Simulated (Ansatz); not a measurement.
Fe:

```xyz
1
Lattice="-1.4430 1.4430 1.4430 1.4430 -1.4430 1.4430 1.4430 1.4430 -1.4430" Properties=species:S:1:pos:R:3 pbc="T T T"
Fe    0.0000    0.0000    0.0000
```

* Program: Ansatz 0.2.0
* Task: relaxation of cell and atoms
* Functional: PBEsol
* Potentials or basis: Ansatz PAW
* Cutoff: 420 eV (not typed: the program's choice for these potentials)
* k mesh: 10 × 10 × 10
* Occupations: fermi-dirac, width 0.05 eV
* Spin: collinear spin, ferromagnetic start
* Starting moments: [3.0] μB

At the start: volume 12.02 Å³/atom.

Question: How do energy, volume and symmetry change on relaxing?

Answer: It ends after 6 steps and the volume is 10.85 Å³/atom (-9.8 %); space group Im-3m (No. 229, to 0.05 Å); moment 2.12 μB per cell.

Step by step:
```
step  energy change (eV)  largest force (eV/Å)  volume (Å³)
   1              0.0000                0.0000        12.02
   2             -0.0749                0.0000        11.16
   3             -0.0815                0.0000        10.77
   4             -0.0818                0.0000        10.84
   5             -0.0818                0.0000        10.85
   6             -0.0812                0.0000        10.85
```

Final structure:
```
Fe
1.0
    -1.39442    1.39442    1.39442
     1.39442   -1.39442    1.39442
     1.39442    1.39442   -1.39442
Fe
1
Direct
  0.00000 0.00000 0.00000
```

Caveat: the plane-wave basis is chosen anew once the cell has moved, so the energies of steps on either side of that aren't comparable; the PAW data sets come from PBE, with cores solved anew for the run's functional, which leaves a small shift of forces and pressure.
